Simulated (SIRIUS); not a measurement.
# Zr in SIRIUS: the effect of strain

The system is Zr.

```xyz
1
Lattice="-1.7376 1.7376 1.8100 1.7376 -1.7376 1.8100 1.7376 1.7376 -1.8100" Properties=species:S:1:pos:R:3 pbc="T T T"
Zr    0.0000    0.0000    0.0000
```

The cell isn't the ideal one: strain = -0.04 (biaxial xy).

Alike in all runs:

* Program: SIRIUS 7.10.0
* Task: single point
* Functional: PBE
* Potentials or basis: PseudoDojo 0.4.1 PBE standard (scalar relativistic)
* Cutoff: 915 eV
* Density cutoff: 3659 eV
* k mesh: 10 × 10 × 10
* Occupations: fermi-dirac, width 0.05 eV
* Spin: no spin polarisation
* Strain kind: biaxial xy
* Libxc names: ["XC_GGA_X_PBE", "XC_GGA_C_PBE"]
* Energy tol: 1e-08 Ha
* Density tol: 1e-06
* Mixer: anderson
* Mixing beta: 0.7
* Max scf: 100

Task: One run gave: pressure -8.5 GPa. Which strain did it use?
A. +2 % (biaxial xy)
B. +4 % (biaxial xy)
C. +1 % (biaxial xy)
D. -1 % (biaxial xy)
E. +0 % (biaxial xy)

Result: B.

```csv
strain,pressure (GPa)
-4 % (biaxial xy),3.8
-2 % (biaxial xy),-0.1
-1 % (biaxial xy),-1.8
+0 % (biaxial xy),-3.3
+1 % (biaxial xy),-4.7
+2 % (biaxial xy),-6.1
+4 % (biaxial xy),-8.5
```
